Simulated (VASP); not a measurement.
# CaB (P1) in VASP: density of states with LDA

Aim: the density of states of CaB with LDA.

All numbers are computed with VASP 6.6.1; they aren't measurements. Logs are shortened: lines on timing, memory, paths and dates and some standing lists are left out, and cuts for length are marked.

## 1. The crystal as given

The typed cell holds 8 atoms: a = 3.998 Å, b = 6.370 Å, c = 6.003 Å, α = 89.27°, β = 89.17°, γ = 70.61°.

The cell was built by a generator and needn't be a form met in nature.

## 2. Density of states, LDA

Input file POSCAR:

```
CaB
1.0
    3.9972685700     -0.0385637800     -0.0288770400
    2.0561649200     -6.0289408500     -0.0403654500
    0.0430810400     -0.0259269300     -6.0030008400
Ca B
4 4
Direct
    0.4492400000      0.1046060000      0.7562000000
    0.5545700000      0.8879810000      0.2544950000
    0.7292370000      0.5484750000      0.7470090000
    0.2886100000      0.4535180000      0.2447330000
    0.0981800000      0.8126970000      0.9372810000
    0.9048260000      0.1960900000      0.4446250000
    0.9025670000      0.1903620000      0.0579700000
    0.0931100000      0.8019260000      0.5582120000
```

Input file INCAR.step1:

```
SYSTEM = CaB
ALGO = Fast
EDIFF = 1E-7
ENCUT = 520
ISIF = 2
ISMEAR = -1
LASPH = .True.
LCHARG = .True.
LREAL = .False.
LWAVE = .False.
NBANDS = 36
NELM = 100
PREC = Accurate
SIGMA = 0.1
```

Input file KPOINTS.step1:

```
Automatic mesh
0
Gamma
  5 3 3
  0 0.5 0
```

Input file INCAR.step2:

```
SYSTEM = CaB
ALGO = Fast
EDIFF = 1E-7
ENCUT = 520
ICHARG = 11
ISIF = 2
ISMEAR = -5
LASPH = .True.
LCHARG = .False.
LORBIT = 10
LREAL = .False.
LWAVE = .False.
NEDOS = 1001
NELM = 100
PREC = Accurate
SIGMA = 0.1
```

Input file KPOINTS.step2:

```
k-points
0
Gamma
  8 5 5
  0 0 0
```

Potentials or basis: VASP PAW LDA potentials, release 64 (Ca_sv, B).

Launch:

```
$ cat potpaw_LDA.64/Ca_sv/POTCAR potpaw_LDA.64/B/POTCAR > POTCAR
$ cp INCAR.step1 INCAR
$ cp KPOINTS.step1 KPOINTS
$ mpirun -np 1 vasp_std > vasp.out
$ cp INCAR.step2 INCAR
$ cp KPOINTS.step2 KPOINTS
$ mpirun -np 1 vasp_std > vasp.out
```

OUTCAR:

```text
SYSTEM = CaB
   EDIFF = 1E-7
   ENCUT = 520
   ICHARG = 11
   ISIF = 2
   ISMEAR = -5
   LASPH = .True.
   LORBIT = 10
   LREAL = .False.
   NELM = 100
   PREC = Accurate

 ion  position               nearest neighbor table
   1  0.449  0.105  0.756-
   2  0.555  0.888  0.254-
   3  0.729  0.548  0.747-
   4  0.289  0.454  0.245-
   5  0.098  0.813  0.937-
   6  0.905  0.196  0.445-
   7  0.903  0.190  0.058-
   8  0.093  0.802  0.558-

  Warning from LATTYP: Got some problem with cell dimensions!
  Tried to take original basis but could not verify dimensions!
  LATTYP: Found a triclinic cell.
 ALAT       =     3.9975588888
 B/A-ratio  =     2.1031970738
 C/A-ratio  =     2.6375337624
 COS(alpha) =     0.0004737128
 COS(beta)  =     0.5879074706
 COS(gamma) =     0.6994400943

  Lattice vectors:

 A1 = (  -3.9972685700,   0.0385637800,   0.0288770400)
 A2 = (  -5.9383722200,  -5.9518132900,   0.0173886300)
 A3 = (  -6.0965145300,   6.0934315600,   6.0722433300)

Analysis of symmetry for initial positions (statically):
=====================================================================
 Subroutine PRICEL returns:
 Original cell was already a primitive cell.

 Routine SETGRP: Setting up the symmetry group for a
 triclinic supercell.

 Subroutine GETGRP returns: Found  1 space group operations
 (whereof  1 operations were pure point group operations)
 out of a pool of  2 trial point group operations.

The static configuration has the point symmetry C_1 .

Analysis of symmetry for dynamics (positions and initial velocities):
=====================================================================
 Subroutine PRICEL returns:
 Original cell was already a primitive cell.

 Routine SETGRP: Setting up the symmetry group for a
 triclinic supercell.

 Subroutine GETGRP returns: Found  1 space group operations
 (whereof  1 operations were pure point group operations)
 out of a pool of  2 trial point group operations.

The dynamic configuration has the point symmetry C_1 .

 Subroutine INISYM returns: Found  1 space group operations
 (whereof  1 operations are pure point group operations),
 and found     1 'primitive' translations

----------------------------------------------------------------------------------------

                                     Primitive cell

  volume of cell :     144.1820

  direct lattice vectors                    reciprocal lattice vectors
     3.997268570 -0.038563780 -0.028877040     0.251006965  0.085596117  0.001431683
     2.056164920 -6.028940850 -0.040365450    -0.001600406 -0.166417165  0.000707269
     0.043081040 -0.025926930 -6.003000840    -0.001196691  0.000707270 -0.166594995

  length of vectors
     3.997558889  6.370052694  6.003211413     0.265204151  0.166426364  0.166600794

  position of ions in fractional coordinates (direct lattice)
     0.449240000  0.104606000  0.756200000
     0.554570000  0.887981000  0.254495000
     0.729237000  0.548475000  0.747009000
     0.288610000  0.453518000  0.244733000
     0.098180000  0.812697000  0.937281000
     0.904826000  0.196090000  0.444625000
     0.902567000  0.190362000  0.057970000
     0.093110000  0.801926000  0.558212000

  ion indices of the primitive-cell ions
   primitive index   ion index
                 1           1
                 2           2
                 3           3
                 4           4
                 5           5
                 6           6
                 7           7
                 8           8

----------------------------------------------------------------------------------------

 KPOINTS: k-points

Automatic generation of k-mesh.
 Grid dimensions read from file:
 generate k-points for:    8    5    5

 Generating k-lattice:

  Cartesian coordinates                     Fractional coordinates (reciprocal lattice)
     0.031375871  0.010699515  0.000178960     0.125000000  0.000000000  0.000000000
    -0.000320081 -0.033283433  0.000141454    -0.000000000  0.200000000  0.000000000
    -0.000239338  0.000141454 -0.033318999     0.000000000  0.000000000  0.200000000

  Length of vectors
     0.033150519  0.033285273  0.033320159

  Shift w.r.t. Gamma in fractional coordinates (k-lattice)
     0.000000000  0.000000000  0.000000000

 TETIRR: Found    598 inequivalent tetrahedra from     1200

 Subroutine IBZKPT returns following result:
 ===========================================

 Found    101 irreducible k-points:

 Following reciprocal coordinates:
            Coordinates               Weight
  0.000000  0.000000  0.000000      1.000000
  0.125000 -0.000000  0.000000      2.000000
  0.250000 -0.000000  0.000000      2.000000
  0.375000 -0.000000 -0.000000      2.000000
  0.500000 -0.000000  0.000000      1.000000
 -0.000000  0.200000 -0.000000      2.000000
[... 16 lines left out ...]
  0.125000 -0.000000  0.200000      2.000000
  0.250000 -0.000000  0.200000      2.000000
 [... further k-points ...]
   k-points           NKPTS =    101   k-points in BZ     NKDIM =    101   number of bands    NBANDS=     31
   number of dos      NEDOS =   1001   number of ions     NIONS =      8
   total plane-waves  NPLWV =  69120
   dimension x,y,z NGX =    30 NGY =   48 NGZ =   48
   dimension x,y,z NGXF=    60 NGYF=   96 NGZF=   96
   ions per type =               4   4
   NGX,Y,Z   is equivalent  to a cutoff of  12.48, 12.53, 13.29 a.u.
   NGXF,Y,Z  is equivalent  to a cutoff of  24.95, 25.05, 26.59 a.u.
 SYSTEM =  CaB
   PREC   = accura    normal or accurate (medium, high low for compatibility)
   ISTART =      0    job   : 0-new  1-cont  2-samecut
   ICHARG =     11    charge: 1-file 2-atom 10-const
   ISPIN  =      1    spin polarized calculation?
   LNONCOLLINEAR =      F non collinear calculations
   LSORBIT =      F    spin-orbit coupling
   LASPH  =      T    aspherical Exc in radial PAW
   ENCUT  =  520.0 eV  38.22 Ry    6.18 a.u.   7.43 11.84 11.16*2*pi/ulx,y,z
   NELM   =    100;   NELMIN=  2; NELMDL=  0     # of ELM steps
   EDIFF  = 0.1E-06   stopping-criterion for ELM
   LREAL  =      F    real-space projection
   EDIFFG = 0.1E-05   stopping-criterion for IOM
   NSW    =      0    number of steps for IOM
   IBRION =     -1    ionic relax: 0-MD 1-quasi-New 2-CG
   NFREE  =      0    steps in history (QN), initial steepest desc. (CG)
   ISIF   =      2    stress and relaxation
   ISYM   =      2    0-nonsym 1-usesym 2-fastsym
   POTIM  = 0.5000    time-step for ionic-motion
   TEBEG  =    0.0;   TEEND  =   0.0 temperature during run
   PSTRESS=    0.0 pullay stress
   NELECT =      52.0000    total number of electrons
   NUPDOWN=      -1.0000    fix difference up-down
   EMIN   =  10.00;   EMAX   =-10.00  energy-range for DOS
   EFERMI =   0.00;   METHOD = LEGACY
   ISMEAR =    -5;   SIGMA  =   0.10  broadening in eV -4-tet -1-fermi 0-gaus
   EFERMI_NEDOS =   21; number of points for ismear=-14 and -15
   IALGO  =     68    algorithm
   IMIX   =      4    mixing-type and parameters
     AMIX     =   0.40;   BMIX     =  1.00
     AMIX_MAG =   1.60;   BMIX_MAG =  1.00
  volume/ion in A,a.u.               =      18.02       121.62
  Fermi-wavevector in a.u.,A,eV,Ry     =   1.165303  2.202104 18.475778  1.357931
  Thomas-Fermi vector in A             =   2.301831
   LORBIT       =     10    0 simple, 1 ext, 2 COOP (PROOUT), +10 PAW based schemes
   GGA     = CA    functional components
   LHFCALC =     F    Hartree Fock is set to
   AEXX    =    0.0000 exact exchange contribution
   IVDW    =     0    specifies the selected vdW correction
   LEPSILON=     F    determine dielectric tensor
   LRPA    =     F    only Hartree local field effects (RPA)
 non-spin polarized calculation
 RMM-DIIS sequential band-by-band and
 Fermi weights with tetrahedron method with Bloechl corrections
  energy-cutoff  :      520.00
  volume of cell :      144.18
 maximum number of plane-waves:      3900
 NGX is ok and might be reduce to    30

 number of electron      52.0000004 magnetization

 Free energy of the ion-electron system (eV)
  ---------------------------------------------------
  ext. energy  EPLUGINS =         0.00000000
  ---------------------------------------------------
  free energy    TOTEN  =       -34.30663550 eV

  energy without entropy =      -34.30663550  energy(sigma->0) =      -34.30663550

 E-fermi :   3.0187     XC(G=0):  -9.9953

 val. band max:        3.0459201569   @ k =   0.0000  -0.4000   0.2000
 cond. band min:       3.0093881925   @ k =   0.5000   0.4000   0.4000
 fundamental gap:     -0.0365319644
 Fermi energy:         3.0186795935

 k-point     1 :       0.0000    0.0000    0.0000
  band No.  band energies     occupation
      1     -36.4639      2.00000
      2     -36.4067      2.00000
      3     -36.3736      2.00000
      4     -36.2981      2.00000
      5     -18.0679      2.00000
      6     -18.0165      2.00000
[... 23 lines left out ...]
     30       5.1717      0.00000
     31       5.8827      0.00000

 k-point     2 :       0.1250   -0.0000    0.0000
  band No.  band energies     occupation
      1     -36.4610      2.00000
      2     -36.4059      2.00000
      3     -36.3745      2.00000
      4     -36.2984      2.00000
      5     -18.0575      2.00000
      6     -18.0070      2.00000
[... 23 lines left out ...]
     30       5.5607      0.00000
     31       5.7267      0.00000

 k-point     3 :       0.2500   -0.0000    0.0000
  band No.  band energies     occupation
      1     -36.4533      2.00000
      2     -36.4044      2.00000
      3     -36.3767      2.00000
      4     -36.2990      2.00000
      5     -18.0351      2.00000
      6     -17.9829      2.00000
[... 23 lines left out ...]
     30       5.0488      0.00000
     31       6.0170      0.00000

 k-point     4 :       0.3750   -0.0000   -0.0000
  band No.  band energies     occupation
      1     -36.4446      2.00000
      2     -36.4037      2.00000
      3     -36.3791      2.00000
      4     -36.2997      2.00000
      5     -18.0235      2.00000
      6     -17.9569      2.00000
[... 23 lines left out ...]
     30       4.5778      0.00000
     31       6.0415      0.00000

 k-point     5 :       0.5000   -0.0000    0.0000
  band No.  band energies     occupation
      1     -36.4404      2.00000
      2     -36.4039      2.00000
      3     -36.3801      2.00000
      4     -36.3000      2.00000
      5     -18.0241      2.00000
      6     -17.9500      2.00000
[... 23 lines left out ...]
     30       4.3439      0.00000
     31       5.8957      0.00000
[... 542 lines left out ...]
     30       5.0256      0.00000
     31       5.9802      0.00000

 k-point    22 :       0.0000    0.0000    0.2000
  band No.  band energies     occupation
      1     -36.4613      2.00000
      2     -36.4087      2.00000
      3     -36.3725      2.00000
      4     -36.2999      2.00000
      5     -18.0796      2.00000
      6     -18.0132      2.00000
[... 23 lines left out ...]
     30       5.1642      0.00000
     31       5.9681      0.00000

 k-point    23 :       0.1250   -0.0000    0.2000
  band No.  band energies     occupation
      1     -36.4587      2.00000
      2     -36.4074      2.00000
      3     -36.3735      2.00000
      4     -36.3002      2.00000
      5     -18.0697      2.00000
      6     -18.0063      2.00000
[... 23 lines left out ...]
     30       5.4714      0.00000
     31       5.6974      0.00000

 k-point    24 :       0.2500   -0.0000    0.2000
  band No.  band energies     occupation
      1     -36.4518      2.00000
      2     -36.4048      2.00000
      3     -36.3758      2.00000
      4     -36.3010      2.00000
      5     -18.0488      2.00000
      6     -17.9910      2.00000
[... 23 lines left out ...]
     30       5.1737      0.00000
     31       5.7437      0.00000

 [... further k-points ...]

------------------------ aborting loop because EDIFF is reached ----------------------------------------

  FORCE on cell =-STRESS in cart. coord.  units (eV):
  Direction    XX          YY          ZZ          XY          YZ          ZX
  --------------------------------------------------------------------------------------
  -------------------------------------------------------------------------------------
  Total       -3.7645302     -4.8047188     -6.5734301      0.7255088     -0.6297828      0.6051403
  in kB      -41.8321584    -53.3909266    -73.0451748      8.0619890     -6.9982628      6.7244308
  external PRESSURE =     -56.0894199 kB  Pullay stress =       0.0000000 kB

 VOLUME and BASIS-vectors are now :
 -----------------------------------------------------------------------------
  energy-cutoff  :      520.00
  volume of cell :      144.18
      direct lattice vectors                 reciprocal lattice vectors
     3.997268570 -0.038563780 -0.028877040     0.251006965  0.085596117  0.001431683
     2.056164920 -6.028940850 -0.040365450    -0.001600406 -0.166417165  0.000707269
     0.043081040 -0.025926930 -6.003000840    -0.001196691  0.000707270 -0.166594995

 POSITION                                       TOTAL-FORCE (eV/Angst)
 -----------------------------------------------------------------------------------
      2.04340     -0.66759     -4.55666         0.039794      0.342667      0.216262
      4.05356     -5.38157     -1.57959         0.018995     -0.586289      0.026090
      4.07489     -3.35421     -4.52749         0.014860     -0.219341     -0.040020
      2.09670     -2.75171     -1.49577        -0.219381      0.406327     -0.127773
      2.10387     -4.92779     -5.66214        -0.079847     -1.317867      1.795103
      4.03918     -1.22864     -2.70313        -0.018933      1.398212      1.886203
      4.00172     -1.18399     -0.38174         0.092588      1.434113     -1.793497
      2.04513     -4.85283     -3.38601         0.151924     -1.457822     -1.962368
 -----------------------------------------------------------------------------------
    total drift:                                0.002639     -0.000593      0.003392

  FREE ENERGIE OF THE ION-ELECTRON SYSTEM (eV)
  ---------------------------------------------------
  free  energy   TOTEN  =       -34.3066355039 eV

  energy  without entropy=      -34.3066355039  energy(sigma->0) =      -34.30663550

 total charge

# of ion       s       p       d       tot
------------------------------------------
    1        2.063   5.857   0.299   8.219
    2        2.063   5.855   0.296   8.214
    3        2.065   5.859   0.286   8.210
    4        2.065   5.858   0.284   8.207
    5        0.703   0.846   0.000   1.549
    6        0.714   0.825   0.000   1.538
    7        0.707   0.841   0.000   1.548
    8        0.710   0.845   0.000   1.556
--------------------------------------------------
tot         11.089  26.786   1.165  39.040
```

It took 14 min on 1 thread of Intel Xeon Platinum 8488C (Sapphire Rapids), shared host; peak memory 0.44 GiB.

What came out:

```yaml
Valence_electrons_inside_the_program's_atomic_spheres: Ca 8.22, 8.21; B 1.55, 1.54, 1.56
```

States per cell in windows of 1 eV (zero at the Fermi level; states under -8 eV left out):
| from (eV) | total | B6_p | B5_p | B8_p | B7_p | Ca4_d | Ca3_d |
| --- | --- | --- | --- | --- | --- | --- | --- |
| -8.0 | 0.84 | 0.00 | 0.00 | 0.00 | 0.00 | 0.00 | 0.00 |
| -7.0 | 2.06 | 0.01 | 0.01 | 0.01 | 0.01 | 0.01 | 0.01 |
| -6.0 | 1.15 | 0.01 | 0.01 | 0.01 | 0.01 | 0.01 | 0.01 |
| -5.0 | 2.16 | 0.02 | 0.03 | 0.02 | 0.03 | 0.01 | 0.01 |
| -4.0 | 1.51 | 0.03 | 0.02 | 0.03 | 0.02 | 0.02 | 0.02 |
| -3.0 | 1.56 | 0.06 | 0.07 | 0.07 | 0.07 | 0.02 | 0.02 |
| -2.0 | 3.42 | 0.20 | 0.21 | 0.20 | 0.21 | 0.05 | 0.05 |
| -1.0 | 7.53 | 0.50 | 0.50 | 0.51 | 0.50 | 0.18 | 0.18 |
| 0.0 | 3.46 | 0.20 | 0.19 | 0.18 | 0.19 | 0.17 | 0.16 |
| 1.0 | 3.75 | 0.11 | 0.10 | 0.10 | 0.10 | 0.32 | 0.32 |
| 2.0 | 2.56 | 0.06 | 0.06 | 0.06 | 0.06 | 0.21 | 0.20 |
| 3.0 | 0.04 | 0.00 | 0.00 | 0.00 | 0.00 | 0.00 | 0.00 |
| 4.0 | 0.00 | 0.00 | 0.00 | 0.00 | 0.00 | 0.00 | 0.00 |

Caveat: tetrahedron occupations give inexact forces and stress in metals.
